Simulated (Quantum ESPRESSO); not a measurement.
PbS: phonons with PBE

Crystal: PbS.

```
Pb S
1.0
     3.65366    0.00000    0.00000
     0.00000    3.65366    0.00000
     0.00000    0.00000    3.65366
Pb S
1 1
Direct
  0.00000 0.00000 0.00000
  0.50000 0.50000 0.50000
```

Measurements of this composition are mostly on another form, of space group No. 225.

```yaml
Program: Quantum ESPRESSO 7.5
Task: phonons
Functional: PBE
Potentials_or_basis: SPMS 1.0 PBE
Cutoff: 680 eV
Density_cutoff: 2721 eV
k_mesh: 7 × 7 × 7
Occupations: cold, width 0.2 eV
Spin: no spin polarisation
Mixing_beta: 0.5
Most_SCF_iterations: 120
SCF_threshold: 4e-10 Ry
```

```json
{
 "Pressure after relaxing": "0.2 GPa",
 "Electronic dielectric tensor (diagonal)": "16.75",
 "Born charges (mean of the diagonal)": "Pb +4.89; S -4.85 e",
 "Highest phonon frequency at Γ, LO-TO splitting left out": "-1 cm⁻¹",
 "Most unstable mode": "109i cm⁻¹"
}
```

Levels at points of the mesh, in eV from the Fermi level:
```csv
k point,band 6,band 7,band 8,band 9,band 10,band 11,band 12,band 13,band 14,band 15
"(0.00, 0.00, 0.00)",-13.07,-6.67,-1.52,-1.52,-1.52,5.54,5.54,6.56,6.56,6.56
```

Phonon frequencies in cm⁻¹ (negative: imaginary):
```
              q point              frequencies
(0.000, 0.000, 0.000)  -109 -109 -109 -1 -1 -1
```

Electronic dielectric tensor:
```
16.75  0.00  0.00
 0.00 16.75  0.00
 0.00  0.00 16.75
```

Born effective charge tensors (e):
atom 1, Pb
```
4.89 0.00 0.00
0.00 4.89 0.00
0.00 0.00 4.89
```
atom 2, S
```
-4.85  0.00  0.00
 0.00 -4.85  0.00
 0.00  0.00 -4.85
```

Optical modes at Γ, degenerate ones joined:
```
cm⁻¹  components  symmetry  active in  IR intensity, summed ((D/Å)²/amu)
109i           3       T1u         IR                              59.13
```

Zone-centre frequencies without and with the macroscopic field along z (cm⁻¹):
```tsv
	optical modes in rising order
without	109i 109i 109i
with the field	109i 109i 199
```

Wall time 93 s on 1 thread of Arm Neoverse V2, on a shared host, peak memory 0.05 GiB.

Caveat: the mesh is thin for the dielectric tensor, Born charges and intensities, which usually come out too large; some modes are imaginary; the gap is small at this level, which inflates the dielectric constant; on a mesh that holds Γ this program's dielectric tensor can be off by some percent beyond the error of the mesh. Spin-orbit coupling is left out, which matters for the levels of Pb.
